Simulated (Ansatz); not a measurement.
# Ge (Fd-3m) in Ansatz: further runs

One crystal, Ge, is run at these levels: PBE; tasks: single point.

Program: Ansatz 0.2.0. These are calculated values, not measurements. Logs are shortened: lines on timing, memory, paths and dates and some standing lists are left out, and cuts for length are marked.

**Measured values to compare with.**

“Temperature-dependent photoluminescence in Ge: experiment and theory”, 2020, arxiv:2003.00143 reports, for a bulk crystal of Ge at 0 K: band gap 0.744 eV (indirect).

“Electronic and optical properties of SixGe1-x-ySny alloys lattice-matched to Ge”, 2021, arxiv:2109.02782 reports, for a bulk crystal of Ge at 300 K: band gap 0.807 eV (direct).

How close the calculation comes is told below.

## (1) Starting point

The structure is cubic, space group Fd-3m (No. 227). The conventional cell has a = 5.658 Å, b = 5.658 Å, c = 5.658 Å, α = 90.00°, β = 90.00°, γ = 90.00°. Around Ge (site symmetry -43m) lie 4 Ge at 2.45 Å.

## (2) Single point, PBE

Input file input.yaml:

```yaml
crystal:
  lattice:
    - [0.0, 2.82891, 2.82891]
    - [2.82891, 0.0, 2.82891]
    - [2.82891, 2.82891, 0.0]
  atoms:
    - { symbol: Ge, position: [0.75, 0.75, 0.75] }
    - { symbol: Ge, position: [0.5, 0.5, 0.5] }
hamiltonian:
  xc: pbe
  pseudopotentials: { kind: paw }
kpoints:
  mp_grid: { grid: [8, 8, 8] }
scf:
  occupations: { method: gaussian, width: 0.026 }
output:
  forces: true
  stress: true
  eigenvalues: true
  write_density: true
  write_potential: true
  elf: true
  volumetric_format: npy
```

Potentials or basis: Ansatz PAW.

The run is started by

```sh
$ ansatz run input.yaml --threads 2 --pin off --max-ram 5632MiB --backend cpu --events-out ev --progress --plain --runs-dir out
```

Standard output:

```text
Warning: RAYON_NUM_THREADS=2 ignored (pool sized by the plan → 2); use --threads N
Engine: ansatz 0.2.0, x86_64-unknown-linux-gnu
Pseudopotentials: kind: paw
Pseudopotential: Ge, paw, valence charge 14, recommended cutoff 420 eV (normal), Ge.paw.azcp
Functional definition: PBE
  parameter kappa = 0.804
  parameter beta = 0.06672455060314922
  exchange = pbe_x(kappa = kappa, mu = beta*pi^2/3)
  correlation = pbe_c(beta = beta)
Crystal: 2 atoms, lattice volume = 45.278 Å³
Basis set: ecut = 420 eV, 893 PW (Γ), exchange–correlation on 54×54×54 points (8 copies of the dense FFT grid, shifted against one another)
Bands: 18, of which v1, the nominal top of the filled ones, is band 14 counted from 1 (13 counted from 0)
Symmetry: 48 space group operations
Space group: Fd-3m (ITA 227), of the structure as read, at distance tolerance 3.6e-5 Å
k-points: 29 of 512
Non-local potential: Ge, projectors of the file, l = 0: 2, l = 1: 2, l = 2: 3, l = 3: 1
PAW form: soft (Blöchl's): semilocal exchange-correlation on the pseudo side does not see the compensation charge
PAW one-centre angular grid: Ge, 590 points (default); XC on 64 Gauss nodes
Initial density: superposition of atomic densities (neutral atoms: chi_scale 0, normalization atom), corrected by the library's trained network
Initial wavefunctions: pseudopotential atomic-orbital guess
Functional: x = pbe(κ = 0.804, μ = 0.2195149727645171), c = pbe(β = 0.06672455060314922)
SCF iter   1: F=—  HF=-8589.930049 eV  |F-HF|=—  |Δ(HF+E_count)|=         —  Δρ=1.25e-3  dr2=7.02e-4  ethr=1.77e-3  ⟨swp⟩=6.0  Hψ=2436  notcnv=0
preconditioner: auto → none  [insulator: Δε(μ)=0.032 eV  Ē_g=23.456 eV  σ=0.026 eV  W_gap=0.59  n_scr=14 (ndim 8)  ℏωp=29.2 eV  f_vac=0.074  D(μ)=0.19/eV (n_scr^D=0)  ε∞_Penn≈2.5]
SCF iter   2: F=—  HF=-8589.929753 eV  |F-HF|=—  |Δ(HF+E_count)|=   2.96e-4  Δρ=7.59e-4  dr2=1.53e-4  ethr=2.51e-6  ⟨swp⟩=2.0  Hψ=1174  notcnv=0
SCF iter   3: F=—  HF=-8589.929740 eV  |F-HF|=—  |Δ(HF+E_count)|=   1.34e-5  Δρ=2.81e-4  dr2=2.30e-5  ethr=5.46e-7  ⟨swp⟩=2.0  Hψ=929  notcnv=0
SCF iter   4: F=—  HF=-8589.929781 eV  |F-HF|=—  |Δ(HF+E_count)|=   4.14e-5  Δρ=1.00e-4  dr2=4.15e-6  ethr=8.22e-8  ⟨swp⟩=2.0  Hψ=639  notcnv=0
SCF iter   5: F=—  HF=-8589.929787 eV  |F-HF|=—  |Δ(HF+E_count)|=   5.88e-6  Δρ=2.74e-5  dr2=2.44e-7  ethr=1.48e-8  ⟨swp⟩=3.0  Hψ=929  notcnv=0
SCF iter   6: F=-8589.929787 eV  HF=-8589.929787 eV  |F-HF|=1.71e-8  |Δ(HF+E_count)|=   1.47e-8  Δρ=6.54e-6  dr2=9.75e-9  ethr=3.57e-10  ⟨swp⟩=8.3  Hψ=3598  notcnv=0
SCF 1 converged in 6 iterations: F = -8589.929787 eV  dr2 = 9.75e-9
SCF converged after 6 iterations
Free energy (F): -8589.929787 eV
Harris-Foulkes:  -8589.929787 eV  (|F-HF|=1.71e-8)
Internal energy: -8589.929719 eV  (E = F + TS)
E sigma→0 (E₀):  -8589.929753 eV
Entropy (-TS):   -0.000068 eV (-0.034 meV/atom)
Fermi energy:    8.600736 eV
--- Per-component energies (eV) ---
  E_band       = -298.288603
  E_kinetic    = 223.241394
  E_local      = -4941.037029  (includes V_loc(G=0)·N_el)
  E_nonlocal   = 837.272655
  E_hartree    = 2168.914150
  E_xc         = -151.290165
  E_vxc        = -129.427258  (∫ρ·V_xc dr)
  E_paw        = -4039.896733  (= ΣΔE_a)
  E_vpaw       = -626.161569  (= ΣTr[D̂ρ^β])
  E_aug_tail   = 0.000717  (compensation charges beyond the density's cutoff)
  E_ewald      = -2687.134708
  E_smearing   = -0.000068  (= −TS)
  E_closure    = -0.000000  (closes the sum)
  Σ components = -8589.929787   (vs F -8589.929787, Δ=0.00e0)
--- Forces (eV/Å), atoms counted from 1 ---
  atom   1  Ge    -0.00000000    -0.00000000     0.00000000
  atom   2  Ge    -0.00000000    -0.00000000     0.00000000
  max |Σ_I F_I| component: 8.33e-17 eV/Å
--- Stress (GPa, compression-positive) ---
        3.592439      -0.000000       0.000000
        0.000000       3.592439       0.000000
       -0.000000       0.000000       3.592439
  P = ⅓ Tr σ = 3.5924 GPa (35.924 kbar)
--- Band table (eV; the first three rows and the last of 29) ---
  k-point 0: bands = ["-16.2235", "-16.2235", "-16.2235", "-16.1879", "-16.1879", "-15.9762", "-15.9762", "-15.9762", "-15.9633", "-15.9633", "-4.1952", "8.5786", "8.5786", "8.5786", "8.6082", "11.1270", "11.1270", "11.1270"]
  k-point 1: bands = ["-16.2316", "-16.2316", "-16.2210", "-16.1764", "-16.1764", "-15.9884", "-15.9884", "-15.9792", "-15.9529", "-15.9529", "-4.0049", "6.2235", "8.2433", "8.2433", "9.6157", "11.5753", "11.5753", "12.0648"]
  k-point 2: bands = ["-16.2417", "-16.2417", "-16.2148", "-16.1592", "-16.1592", "-16.0023", "-16.0023", "-15.9864", "-15.9426", "-15.9426", "-3.4526", "3.8618", "7.6957", "7.6957", "9.2482", "12.2066", "12.2066", "14.2111"]
  k-point 28: bands = ["-16.2712", "-16.2712", "-16.1295", "-16.1295", "-16.0806", "-16.0806", "-16.0484", "-16.0484", "-15.9095", "-15.9095", "-0.2101", "-0.2101", "4.6755", "4.6755", "12.8992", "12.8992", "13.2926", "13.2926"]
```

Run time: 3.9 s. Hardware: 2 threads of Intel Xeon at 2.50GHz (Skylake/Cascade Lake), shared host; peak memory 0.33 GiB.

Results:

| Item | Value |
| --- | --- |
| Free energy | -8589.9298 eV |
| Pressure | 3.6 GPa |
| Band gap on the k mesh | 0.03 eV, direct |

## (3) Single point, PBE

input.yaml, as its differences from that of step 2:

```diff
@@ -14,3 +14,3 @@
 scf:
-  occupations: { method: gaussian, width: 0.026 }
+  occupations: { method: gaussian, width: 0.027 }
 output:
@@ -19,5 +19 @@
   eigenvalues: true
-  write_density: true
-  write_potential: true
-  elf: true
-  volumetric_format: npy
```

Potentials or basis: Ansatz PAW.

The run is started by

```sh
$ ansatz run input.yaml --threads 2 --pin off --max-ram 5632MiB --backend cpu --events-out ev --progress --plain --runs-dir out
```

Wall time 2.5 s (2 threads of Intel Xeon at 2.50GHz (Skylake/Cascade Lake), shared host); peak memory 0.33 GiB.

Results (log left out):

```yaml
Free_energy: -8589.9298 eV
Pressure: 3.6 GPa
Band_gap_on_the_k_mesh: 0.03 eV, direct
```

Levels at points of the mesh, in eV from the valence-band top:
| k point | band 10 | band 11 | band 12 | band 13 | band 14 | band 15 | band 16 | band 17 | band 18 |
| --- | --- | --- | --- | --- | --- | --- | --- | --- | --- |
| (0.00, 0.00, 0.00) | -24.54 | -12.77 | 0.00 | 0.00 | 0.00 | 0.03 | 2.55 | 2.55 | 2.55 |
| (0.00, 0.00, -0.50) | -24.51 | -10.68 | -7.60 | -1.41 | -1.41 | 0.18 | 3.74 | 3.74 | 7.13 |
| (0.00, -0.50, -0.50) | -24.50 | -8.89 | -8.89 | -3.07 | -3.07 | 0.75 | 0.75 | 9.51 | 9.51 |

## (4) Comparison with measurements

Step 2. A measured gap of Ge is 0.744 eV (indirect; 0 K; “Temperature-dependent photoluminescence in Ge: experiment and theory”, 2020, arxiv:2003.00143); the calculated 0.03 eV misses it by -0.71 eV. 3 values of this kind are on record (0.666 to 0.807 eV); this one was drawn at random among those near their median. Spin-orbit coupling on Ge is left out. The value is that of PBE on a finite k mesh, which can miss the band edges, without temperature or zero-point motion. Semilocal functionals fall short of measured gaps as a rule.

Step 3. A measured gap of Ge is 0.807 eV (direct; 300 K; “Electronic and optical properties of SixGe1-x-ySny alloys lattice-matched to Ge”, 2021, arxiv:2109.02782); the calculated 0.03 eV misses it by -0.78 eV. 3 values of this kind are on record (0.666 to 0.807 eV); this one was drawn at random among those near their median. Spin-orbit coupling on Ge is left out. The value is that of PBE on a finite k mesh, which can miss the band edges, without temperature or zero-point motion. Semilocal functionals fall short of measured gaps as a rule.
